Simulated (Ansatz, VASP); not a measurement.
## GaAs: VASP beside Ansatz

```
CELL_PARAMETERS angstrom
0.00000 2.82685 2.82685
2.82685 0.00000 2.82685
2.82685 2.82685 0.00000
ATOMIC_POSITIONS crystal
As 0.75000 0.75000 0.75000
Ga 0.00000 0.00000 0.00000
```

Alike in both runs: task single point; functional PBE; k mesh 8 × 8 × 8; occupations gaussian, width 0.012 eV; no spin polarisation.

|  | VASP | Ansatz |
| --- | --- | --- |
| version | VASP 6.6.1 | Ansatz 0.2.0 |
| potentials or method | VASP PAW PBE potentials, release 64 (As, Ga_d) | Ansatz PAW |
| plane-wave cutoff (eV) | 520 | 420 |
| valence electrons in the cell | 18 | 28 |

VASP gave:

* gap on the k mesh at the Fermi level (eV): 0.52
* least direct gap on the mesh (eV): 0.52
* pressure (GPa): 3.5

Problem. Which values does Ansatz return?

Solution. gap on the k mesh at the Fermi level (eV): 0.52; least direct gap on the mesh (eV): 0.52; pressure (GPa): 3.3.

The two sets of potentials don't hold the same shells in valence.

A k mesh can miss the band edges.
